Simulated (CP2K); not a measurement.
MoP:

```xyz
2
Lattice="3.2230 0.0000 0.0000 -1.6115 2.7912 0.0000 0.0000 0.0000 3.1910" Properties=species:S:1:pos:R:3 pbc="T T T"
Mo    0.0000    0.0000    0.0000
P     0.0000    1.8608    1.5955
```

Base run:

| Item | Value |
| --- | --- |
| Program | CP2K 2026.2 |
| Functional | PBE |
| Potentials or basis | POTENTIAL_UZH Mo GTH-PBE-q14, P GTH-PBE-q5; ccGRB-D basis |
| Density cutoff | 6123 eV |
| k mesh | 10 × 10 × 8 |
| Occupations | fermi-dirac, width 0.05 eV |
| Spin | no spin polarisation |

Its results: band gap on the k mesh none (metal or under the smearing width); pressure 7.9 GPa.

**Question.** The run is repeated on the same cell with these changes: potentials or basis from POTENTIAL_UZH Mo GTH-PBE-q14, P GTH-PBE-q5; ccGRB-D basis to POTENTIAL_UZH Mo GTH-PBE-q14, P GTH-PBE-q5; TZVP-MOLOPT-PBE-GTH basis; basis sets from Mo ccGRB-D-q14, P ccGRB-D-q5 to Mo TZVP-MOLOPT-PBE-GTH-q14, P TZVP-MOLOPT-PBE-GTH-q5. What comes out?

**Answer.** Band gap on the k mesh none (metal or under the smearing width); pressure 3.9 GPa.

Caveats: the basis of atomic orbitals isn't converged, which shifts pressures, moduli and gaps.
